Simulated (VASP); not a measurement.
Crystal: TaC.

```
Ta C
1.0
     0.00000    2.22300    2.22300
     2.22300    0.00000    2.22300
     2.22300    2.22300    0.00000
Ta C
1 1
Direct
  0.00000 0.00000 0.00000
  0.50000 0.50000 0.50000
```

| Quantity | Value |
| --- | --- |
| Program | VASP 6.6.1 |
| Task | relaxation of cell and atoms |
| Functional | PBE |
| Potentials or basis | VASP PAW PBE potentials, release 64 (Ta_pv, C) |
| Cutoff | 700 eV |
| k mesh | 16 × 16 × 16 |
| Occupations | gaussian, width 0.1 eV |
| Spin | no spin polarisation |

At the start: pressure 7.3 GPa; volume 10.99 Å³/atom.

Where does the relaxation end?

Over 4 steps the energy falls by 5.3 meV/atom and the volume is 11.22 Å³/atom (+2.2 %); space group Fm-3m (No. 225, to 0.05 Å).

The path:
```csv
step,energy change (eV),largest force (eV/Å),pressure (GPa),volume (Å³)
1,0.0000,0.0000,7.31,21.97
2,0.0448,0.0000,-14.70,23.60
3,-0.0106,0.0000,-0.12,22.46
4,-0.0106,0.0000,0.02,22.45
```

Final structure:
```cif
data_structure
_symmetry_space_group_name_H-M 'P 1'
_symmetry_Int_Tables_number 1
_cell_length_a 3.1663
_cell_length_b 3.1663
_cell_length_c 3.1663
_cell_angle_alpha 60.000
_cell_angle_beta 60.000
_cell_angle_gamma 60.000
_cell_volume 22.45
loop_
_atom_site_label
_atom_site_type_symbol
_atom_site_fract_x
_atom_site_fract_y
_atom_site_fract_z
_atom_site_occupancy
Ta1 Ta 0.00000 0.00000 0.00000 1
C1 C 0.50000 0.50000 0.50000 1
```
